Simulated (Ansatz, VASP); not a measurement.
**Two plane-wave programs on Hf**

File INCAR:

```
  ALGO = Normal
  EDIFF = 1E-7
  ENCUT = 520
  GGA = PS
  ISIF = 2
  ISMEAR = -1
  LASPH = True
  LCHARG = False
  LREAL = False
  LWAVE = False
  NBANDS = 22
  NELM = 80
  PREC = Accurate
  SIGMA = 0.05
```

The input KPOINTS:

```
k-points
0
Gamma
  6 6 9
```

File POSCAR:

```
Hf
1.0
    4.9623295440      0.0000000000      0.0000000000
   -2.4811647720      4.2975034470      0.0000000000
    0.0000000000      0.0000000000      3.0862322500
Hf
3
Direct
    0.0076580000      0.0089810000      0.0095940000
    0.3393230000      0.6644730000      0.4890650000
    0.6661210000      0.3289140000      0.5034020000
```

The input input.yaml:

```yaml
crystal:
  lattice:
    - [4.962329544, 0.0, 0.0]
    - [-2.481164772, 4.297503447, 0.0]
    - [0.0, 0.0, 3.08623225]
  atoms:
    - { symbol: Hf, position: [0.007658, 0.008981, 0.009594] }
    - { symbol: Hf, position: [0.339323, 0.664473, 0.489065] }
    - { symbol: Hf, position: [0.666121, 0.328914, 0.503402] }
hamiltonian:
  xc: pbesol
  pseudopotentials: { kind: paw }
kpoints:
  mp_grid: { grid: [6, 6, 9] }
scf:
  occupations: { method: fermi_dirac, width: 0.05 }
output:
  forces: true
  stress: true
  eigenvalues: true
  write_density: true
  write_potential: true
  elf: true
  volumetric_format: npy
```

Change from the starting cell: atoms moved at random, drawn with an rms of 0.05 Å.

Alike in both runs: task single point; functional PBEsol; k mesh 6 × 6 × 9; occupations fermi-dirac, width 0.05 eV; no spin polarisation.

|  | VASP | Ansatz |
| --- | --- | --- |
| version | VASP 6.6.1 | Ansatz 0.2.0 |
| potentials or method | VASP PAW PBE potentials, release 64 (Hf_pv) | Ansatz PAW |
| plane-wave cutoff (eV) | 520 | 420 |
| valence electrons in the cell | 30 | 78 |

```tsv
	VASP	Ansatz	Ansatz less VASP
gap on the k mesh at the Fermi level (eV)	none	none	-
pressure (GPa)	-3.0	-2.6	+0.38
largest component of the traceless stress (GPa)	0.35	0.24	-0.105
rms of the force components (eV/Å)	0.111	0.113	+0.0016
```

Atom by atom the forces differ by 0.003 eV/Å (rms over components). A gap of «none» marks a metal or a gap that the smearing closes. The functional is the same, so the differences come from potentials, cutoffs and numerics. The two sets of potentials don't hold the same shells in valence.

Caveats: the PAW data sets were made with another functional, which shifts forces and pressure a little (VASP); the PAW data sets come from PBE, with cores solved anew for the run's functional, which leaves a small shift of forces and pressure (Ansatz). The runs have no spin-orbit coupling, so splittings on Hf are missing.
